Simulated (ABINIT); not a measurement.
# Si (Fd-3m) in ABINIT: notebook

One crystal, Si, is run at these levels: PBE, LDA; tasks: single point, relaxation of cell and atoms.

All numbers are computed with ABINIT 10.8.3 (patched build); they aren't measurements. Logs are shortened: lines on timing, memory, paths and dates and some standing lists are left out, and cuts for length are marked. The log counts tension as positive stress, the text compression.

## Step 1: Starting point

The structure is cubic, space group Fd-3m (No. 227). The conventional cell has a = 5.444 Å, b = 5.444 Å, c = 5.444 Å, α = 90.00°, β = 90.00°, γ = 90.00°. Si (site symmetry -43m) is surrounded by 4 Si at 2.36 Å.

## Step 2: Single point, PBE

Input file run.abi:

```
# Pseudopotentials
pp_dirpath "./"
pseudos "Si.upf"

# Structure
acell 3.8492788627 3.8492788627 3.8492788627 Angstrom
rprim
     0.0000000000     0.7071067812     0.7071067812
     0.7071067812     0.0000000000     0.7071067812
     0.7071067812     0.7071067812     0.0000000000
ntypat 1
znucl 14
natom 2
typat 1 1
xred
     0.5000000000     0.5000000000     0.5000000000
     0.7500000000     0.7500000000     0.7500000000

# Plane-wave basis
ecut 14.0

# k points
kptopt 1
ngkpt 6 6 6
nshiftk 1
shiftk 0.0 0.0 0.0

# Exchange and correlation
ixc 11

# Bands and occupations
nband 8
occopt 3
tsmear 0.05 eV

# SCF cycle
nstep 100
tolvrs 1.0e-10

# Output
iomode 3
prtwf 0
prteig 0
prtebands 0
enunit 1
prtvol 2
prtden 1
prtvha 1
prtvclmb 1
prtpot 1
prtelf 1
```

Potentials or basis: PseudoDojo NC SR PBE v0.4.1 standard.

Run with:

```
> abinit run.abi > log 2>&1
```

run.abo:

```text
.Version 10.8.3 of ABINIT
 Symmetries : space group Fd -3 m (#227); Bravais cF (face-center cubic)
================================================================================
 Values of the parameters that define the memory need of the present run
     intxc =       0    ionmov =       0      iscf =       7    lmnmax =       6
     lnmax =       6     mgfft =      27  mpssoang =       3    mqgrid =    3001
     natom =       2  nloc_mem =       1    nspden =       1   nspinor =       1
    nsppol =       1      nsym =      48    n1xccc =    2501    ntypat =       1
    occopt =       3   xclevel =       2
       mpw =         692          nfft =       19683          nkpt =          16
================================================================================
================================================================================

--------------------------------------------------------------------------------
------------- Echo of variables that govern the present computation ------------
--------------------------------------------------------------------------------
 -outvars: echo values of preprocessed input variables --------
            acell      7.2740828327E+00  7.2740828327E+00  7.2740828327E+00 Bohr
              amu      2.80855000E+01
             ecut      1.40000000E+01 Hartree
           enunit           1
              ixc          11
         kptrlatt        6    0    0      0    6    0      0    0    6
          kptrlen      4.36444970E+01
            natom           2
            nband           8
            ngfft          27      27      27
             nkpt          16
            nstep         100
             nsym          48
           ntypat           1
           occopt           3
        prtebands           0
           prteig           0
           prtelf           1
           prtpot           1
         prtvclmb           1
           prtvha           1
           prtvol           2
            prtwf           0
            rprim      0.0000000000E+00  7.0710678120E-01  7.0710678120E-01
                       7.0710678120E-01  0.0000000000E+00  7.0710678120E-01
                       7.0710678120E-01  7.0710678120E-01  0.0000000000E+00
          spgroup         227
           tolvrs      1.00000000E-10
           tsmear      1.83746611E-03 Hartree
            typat      1  1
           xangst      2.7218511865E+00  2.7218511865E+00  2.7218511865E+00
                       4.0827767798E+00  4.0827767798E+00  4.0827767798E+00
            xcart      5.1435532980E+00  5.1435532980E+00  5.1435532980E+00
                       7.7153299471E+00  7.7153299471E+00  7.7153299471E+00
             xred      5.0000000000E-01  5.0000000000E-01  5.0000000000E-01
                       7.5000000000E-01  7.5000000000E-01  7.5000000000E-01
            znucl       14.00000

================================================================================

 chkinp: Checking input parameters for consistency.

================================================================================
== DATASET  1 ==================================================================

--- !DatasetInfo
iteration_state: {dtset: 1, }
dimensions: {natom: 2, nkpt: 16, mband: 8, nsppol: 1, nspinor: 1, nspden: 1, mpw: 692, }
cutoff_energies: {ecut:  14.0, pawecutdg:  -1.0, }
electrons: {nelect:   8.00000000E+00, charge:   0.00000000E+00, occopt:   3.00000000E+00, tsmear:   1.83746611E-03, }
meta: {optdriver: 0, ionmov: 0, optcell: 0, iscf: 7, paral_kgb: 0, }
...

 Exchange-correlation functional for the present dataset will be:
  GGA: Perdew-Burke-Ernzerhof functional - ixc=11
  J.P.Perdew, K.Burke, M.Ernzerhof, PRL 77, 3865 (1996)

 Real(R)+Recip(G) space primitive vectors, cartesian coordinates (Bohr,Bohr^-1):
 R(1)=  0.0000000  5.1435533  5.1435533  G(1)= -0.0972091  0.0972091  0.0972091
 R(2)=  5.1435533  0.0000000  5.1435533  G(2)=  0.0972091 -0.0972091  0.0972091
 R(3)=  5.1435533  5.1435533  0.0000000  G(3)=  0.0972091  0.0972091 -0.0972091
 Unit cell volume ucvol=  2.7215714E+02 bohr^3
 Angles (23,13,12)=  6.00000000E+01  6.00000000E+01  6.00000000E+01 degrees

 getcut: wavevector=  0.0000  0.0000  0.0000  ngfft=  27  27  27
         ecut(hartree)=     14.000   => boxcut(ratio)=   2.12524

--- Pseudopotential description ------------------------------------------------
[... 106 lines left out ...]
  5.86E-16 6.59E-16 8.78E-15 2.97E-16 2.61E-15 3.74E-11 3.52E-09 3.41E-06
   0.5000  0.5000  0.0000    1  1.24642E-06 kpt; spin; max resid(k); each band:
  8.02E-16 7.99E-16 7.20E-17 8.91E-17 3.55E-15 3.43E-15 6.25E-08 1.25E-06
   0.5000  0.3333  0.1667    1  1.46752E-11 kpt; spin; max resid(k); each band:
  1.57E-15 3.24E-16 4.31E-15 2.05E-15 5.84E-15 6.72E-15 2.65E-15 1.47E-11
  -0.3333  0.3333  0.1667    1  1.86476E-09 kpt; spin; max resid(k); each band:
  3.65E-16 2.87E-15 6.56E-15 2.92E-15 1.34E-14 1.06E-14 5.55E-12 1.86E-09
  -0.3333  0.5000  0.1667    1  1.21926E-14 kpt; spin; max resid(k); each band:
  3.38E-16 3.39E-16 4.54E-15 4.43E-15 1.12E-14 1.12E-14 1.17E-14 1.22E-14
 reduced coordinates (array xred) for    2 atoms
       0.500000000000      0.500000000000      0.500000000000
       0.750000000000      0.750000000000      0.750000000000
 rms dE/dt=  0.0000E+00; max dE/dt=  0.0000E+00; dE/dt below (all hartree)
    1       0.000000000000      0.000000000000      0.000000000000
    2       0.000000000000      0.000000000000      0.000000000000

 cartesian coordinates (angstrom) at end:
    1      2.72185118654499     2.72185118654499     2.72185118654499
    2      4.08277677981749     4.08277677981749     4.08277677981749

 cartesian forces (hartree/bohr) at end:
    1     -0.00000000000000    -0.00000000000000    -0.00000000000000
    2     -0.00000000000000    -0.00000000000000    -0.00000000000000
 frms,max,avg= 0.0000000E+00 0.0000000E+00   0.000E+00  0.000E+00  0.000E+00 h/b

 cartesian forces (eV/Angstrom) at end:
    1     -0.00000000000000    -0.00000000000000    -0.00000000000000
    2     -0.00000000000000    -0.00000000000000    -0.00000000000000
 frms,max,avg= 0.0000000E+00 0.0000000E+00   0.000E+00  0.000E+00  0.000E+00 e/A
 length scales=  7.274082832749  7.274082832749  7.274082832749 bohr
              =  3.849278862700  3.849278862700  3.849278862700 angstroms
 Fermi (or HOMO) energy (eV) =   4.62414   Average Vxc (eV)=  -9.25834
 Eigenvalues (   eV  ) for nkpt=  16  k points:
 kpt#   1, nband=  8, wtk=  0.00463, kpt=  0.0000  0.0000  0.0000 (reduced coord)
  -7.62227    4.29520    4.29520    4.29520    6.84636    6.84636    6.84636    7.55577
 kpt#   2, nband=  8, wtk=  0.03704, kpt=  0.1667  0.0000  0.0000 (reduced coord)
  -7.26345    1.91478    3.84626    3.84626    6.61313    7.49189    7.49189    9.67287
 kpt#   3, nband=  8, wtk=  0.03704, kpt=  0.3333  0.0000  0.0000 (reduced coord)
  -6.25519   -1.02418    3.29727    3.29727    6.02353    7.79605    7.79605   12.24981
 kpt#   4, nband=  8, wtk=  0.01852, kpt=  0.5000  0.0000  0.0000 (reduced coord)
  -5.30991   -2.64717    3.09925    3.09925    5.79785    7.63441    7.63441   12.01547
 kpt#   5, nband=  8, wtk=  0.02778, kpt=  0.1667  0.1667  0.0000 (reduced coord)
  -7.14131    2.24586    3.10805    3.10805    5.99647    8.55684    8.62027    8.62027
 kpt#   6, nband=  8, wtk=  0.11111, kpt=  0.3333  0.1667  0.0000 (reduced coord)
  -6.33160   -0.13690    2.30820    2.55707    6.25698    8.33355    8.81248    9.35310
 kpt#   7, nband=  8, wtk=  0.11111, kpt=  0.5000  0.1667  0.0000 (reduced coord)
  -5.15044   -2.28981    1.52796    2.52607    6.33207    8.38891    8.90931   10.69594
 kpt#   8, nband=  8, wtk=  0.11111, kpt= -0.3333  0.1667  0.0000 (reduced coord)
  -5.53169   -1.69561    1.26083    3.00205    6.73203    8.40312    8.51487   11.55074
 kpt#   9, nband=  8, wtk=  0.05556, kpt= -0.1667  0.1667  0.0000 (reduced coord)
  -6.67920    0.57802    1.89645    3.73084    7.30375    7.83735    8.13120    9.92523
 kpt#  10, nband=  8, wtk=  0.02778, kpt=  0.3333  0.3333  0.0000 (reduced coord)
  -5.73054   -0.71646    1.88914    1.88914    5.02891    6.29610   11.52440   11.52440
 kpt#  11, nband=  8, wtk=  0.11111, kpt=  0.5000  0.3333  0.0000 (reduced coord)
  -4.57522   -2.26176    0.68552    1.75303    5.36692    7.01293   11.71901   11.73237
 kpt#  12, nband=  8, wtk=  0.05556, kpt= -0.3333  0.3333  0.0000 (reduced coord)
  -4.38247   -2.46358   -0.08860    2.19264    5.86638   10.09586   10.74003   11.33228
 kpt#  13, nband=  8, wtk=  0.01389, kpt=  0.5000  0.5000  0.0000 (reduced coord)
  -3.50528   -3.50528    1.45652    1.45652    5.01685    5.01685   14.32509   14.32516
 kpt#  14, nband=  8, wtk=  0.11111, kpt=  0.5000  0.3333  0.1667 (reduced coord)
  -5.34872   -1.34418    0.74689    2.01283    7.14294    8.01387    8.50359   11.33192
 kpt#  15, nband=  8, wtk=  0.11111, kpt= -0.3333  0.3333  0.1667 (reduced coord)
  -4.37276   -2.53413    0.30852    1.55016    7.65554    7.83398   10.38345   10.78003
 kpt#  16, nband=  8, wtk=  0.05556, kpt= -0.3333  0.5000  0.1667 (reduced coord)
  -3.38782   -3.38782    0.67345    0.67345    7.04369    7.04369   11.02982   11.02982
 Total charge density [el/Bohr^3]
)     Maximum=    8.4631E-02  at reduced coord.    0.6296    0.6296    0.6296
)Next maximum=    8.4631E-02  at reduced coord.    0.1111    0.6296    0.6296
)     Minimum=    2.7636E-03  at reduced coord.    0.7407    0.7407    0.7407
)Next minimum=    2.7636E-03  at reduced coord.    0.7778    0.7407    0.7407
   Integrated=    8.0000E+00

--- !EnergyTerms
iteration_state     : {dtset: 1, }
comment             : Components of total free energy in Hartree
kinetic             :  3.06314098180386E+00
hartree             :  5.52901710511972E-01
xc                  : -3.08877448790896E+00
Ewald energy        : -8.37832950413793E+00
psp_core            :  5.49283590361483E-01
local_psp           : -2.31058318088509E+00
non_local_psp       :  1.15089616058267E+00
internal            : -8.46146472967201E+00
'-kT*entropy'       : -1.17367023962877E-06
total_energy        : -8.46146590334225E+00
total_energy_eV     : -2.30248216903044E+02
band_energy         : -2.20707299086484E-01
...

 Cartesian components of stress tensor (hartree/bohr^3)
  sigma(1 1)= -4.36016871E-05  sigma(3 2)=  0.00000000E+00
  sigma(2 2)= -4.36016871E-05  sigma(3 1)=  0.00000000E+00
  sigma(3 3)= -4.36016871E-05  sigma(2 1)=  0.00000000E+00

-Cartesian components of stress tensor (GPa)         [Pressure=  1.2828E+00 GPa]
- sigma(1 1)= -1.28280592E+00  sigma(3 2)=  0.00000000E+00
- sigma(2 2)= -1.28280592E+00  sigma(3 1)=  0.00000000E+00
- sigma(3 3)= -1.28280592E+00  sigma(2 1)=  0.00000000E+00

== END DATASET(S) ==============================================================
================================================================================

 -outvars: echo values of variables after computation  --------
            acell      7.2740828327E+00  7.2740828327E+00  7.2740828327E+00 Bohr
           etotal     -8.4614659033E+00
            fcart     -0.0000000000E+00 -0.0000000000E+00 -0.0000000000E+00
                      -0.0000000000E+00 -0.0000000000E+00 -0.0000000000E+00
            rprim      0.0000000000E+00  7.0710678120E-01  7.0710678120E-01
                       7.0710678120E-01  0.0000000000E+00  7.0710678120E-01
                       7.0710678120E-01  7.0710678120E-01  0.0000000000E+00
           strten     -4.3601687112E-05 -4.3601687112E-05 -4.3601687112E-05
                       0.0000000000E+00  0.0000000000E+00  0.0000000000E+00
           xangst      2.7218511865E+00  2.7218511865E+00  2.7218511865E+00
                       4.0827767798E+00  4.0827767798E+00  4.0827767798E+00
             xred      5.0000000000E-01  5.0000000000E-01  5.0000000000E-01
                       7.5000000000E-01  7.5000000000E-01  7.5000000000E-01
 Calculation completed.
```

Run time: 3.4 s. Hardware: 1 thread of Intel Xeon at 2.70GHz, shared host; peak memory 0.06 GiB.

What came out:

```
Free energy                                           : -230.2482 eV
Pressure                                              : 1.3 GPa
Band gap on the k mesh                                : 0.72 eV, indirect (least direct gap 2.55 eV)
Valence electrons inside the program's atomic spheres : Si 1.79, 1.75 (radii [1.0584] Å)
```

Levels at points of the mesh, in eV from the valence-band top:
```tsv
k point	band 2	band 3	band 4	band 5	band 6	band 7
(0.00, 0.00, 0.00)	0.00	0.00	0.00	2.55	2.55	2.55
(0.50, 0.00, 0.00)	-6.94	-1.20	-1.20	1.50	3.34	3.34
(0.50, 0.50, 0.00)	-7.80	-2.84	-2.84	0.72	0.72	10.03
```

Caveat: the cutoff is short for stress, so the pressure is rough. A k mesh can miss the band edges.

## Step 3: Relaxation of cell and atoms, LDA

Input file run.abi:

```
# Pseudopotentials
pp_dirpath "./"
pseudos "Si.hgh"

# Structure
acell 3*1.0
rprim
     0.0000000000     5.1435532945     5.1435532945
     5.1435532945     0.0000000000     5.1435532945
     5.1435532945     5.1435532945     0.0000000000
ntypat 1
znucl 14
natom 2
typat 1 1
chkprim 0
chksymtnons 0
tolsym 1.0e-6
xred
            1/2            1/2            1/2
            3/4            3/4            3/4

# Plane-wave basis
ecut 21.0
ecutsm 0.5

# k points
kptopt 1
ngkpt 6 6 6
nshiftk 1
shiftk 0.0 0.0 0.0

# Exchange and correlation
ixc 7

# Bands and occupations
nband 8
occopt 3
tsmear 0.00183747

# SCF cycle
nstep 80
tolvrs 1.0e-12

# Output
iomode 3
prteig 0
prtebands 0
prtwf 0
prtden 0

# Relaxation
ionmov 2
optcell 2
ntime 50
tolmxf 2.0e-5
dilatmx 1.08
```

Potentials or basis: HGH LDA.

Run with:

```
> abinit run.abi > log 2>&1
```

It took 22 s on 1 thread of Intel Xeon at 2.70GHz, shared host; peak memory 0.07 GiB.

The run converged. Its results:

```
Free energy                            : -215.8975 eV
Relaxed volume                         : 19.50 Å³/atom
Relaxed cell                           : a = 3.807 Å, b = 3.807 Å, c = 3.807 Å, α = 60.00°, β = 60.00°, γ = 60.00°
Space group after relaxing (to 0.05 Å) : Fd-3m (No. 227)
Energy gained by relaxing              : 6.4 meV/atom
Ionic steps                            : 4
Pressure after relaxing                : 0.0 GPa
Band gap on the k mesh                 : 0.58 eV, indirect (least direct gap 2.57 eV)
```

Step by step:
```tsv
step	energy change (eV)	largest force (eV/Å)	pressure (GPa)	volume (Å³)
1	0.0000	0.0000	-3.02	40.33
2	-0.0061	0.0000	-2.23	39.96
3	-0.0129	0.0000	0.09	38.97
4	-0.0129	0.0000	0.00	39.00
```

Final structure:
```cif
data_structure
_symmetry_space_group_name_H-M 'P 1'
_symmetry_Int_Tables_number 1
_cell_length_a 3.8066
_cell_length_b 3.8066
_cell_length_c 3.8066
_cell_angle_alpha 60.000
_cell_angle_beta 60.000
_cell_angle_gamma 60.000
_cell_volume 39.00
loop_
_atom_site_label
_atom_site_type_symbol
_atom_site_fract_x
_atom_site_fract_y
_atom_site_fract_z
_atom_site_occupancy
Si1 Si 0.50000 0.50000 0.50000 1
Si2 Si 0.75000 0.75000 0.75000 1
```

Caveat: HGH potentials are hard and often keep d shells in the core, so these values are rough.

(Continued in part 2 of 2.)
